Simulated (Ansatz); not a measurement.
## Calculated N-14 nuclear quadrupole resonance for H₄NF

Cell: a computed structure from the Materials Project (it need not be an observed phase), taken as it stands.

Space group R3c:H (No. 161); a = 8.4289, c = 16.0630 Å, γ = 120.00°.

| site | Wyckoff | site symmetry | x | y | z |
| --- | --- | --- | --- | --- | --- |
| H1 | 6a | 3. | 0.0000 | 0.0000 | 0.8061 |
| H3 | 18b | 1 | 0.1282 | 0.0355 | 0.7176 |
| H9 | 18b | 1 | 0.8919 | 0.2013 | 0.3488 |
| H15 | 18b | 1 | 0.7135 | 0.9892 | 0.3290 |
| H21 | 18b | 1 | 0.7041 | 0.1852 | 0.3062 |
| H27 | 18b | 1 | 0.6917 | 0.1063 | 0.4062 |
| N33 | 6a | 3. | 0.0000 | 0.0000 | 0.7418 |
| N35 | 18b | 1 | 0.7501 | 0.1213 | 0.3474 |
| F41 | 6a | 3. | 0.0000 | 0.0000 | 0.9183 |
| F43 | 18b | 1 | 0.3084 | 0.0924 | 0.6597 |

One atom of each set is listed; the run and its k-mesh use a cell of 48 atoms with edges of 7.24, 7.24, 7.24 Å.

Method: Kohn–Sham DFT in Ansatz, LDA, plane waves and PAW, scalar-relativistic, 420 eV cutoff, Γ-centred 3×3×3 k-points, Fermi–Dirac smearing 0.02 eV.

N-14: I = 1, Q = 20.44 mb (year-2017 value). Static lattice, zero field.

Q: At which frequencies do the N-14 NQR lines lie?

A: For I = 1 the lines are ν± = (3/4)|C_Q|(1 ± η/3) and ν₀ = |C_Q|η/2.

```csv
site,atoms,V_zz (10²¹ V/m²),C_Q (MHz),η,line frequencies (MHz)
N33,2,0.70,0.344,0.00,0.258
N35,6,0.30,0.147,0.71,"0.0518, 0.0841, 0.136"
```

An axis of threefold or higher order runs through N33, so V_zz lies along it and η is zero.

The largest force is 0.7 eV/Å, so the atoms aren't at the calculated equilibrium and relaxing them would move these values.
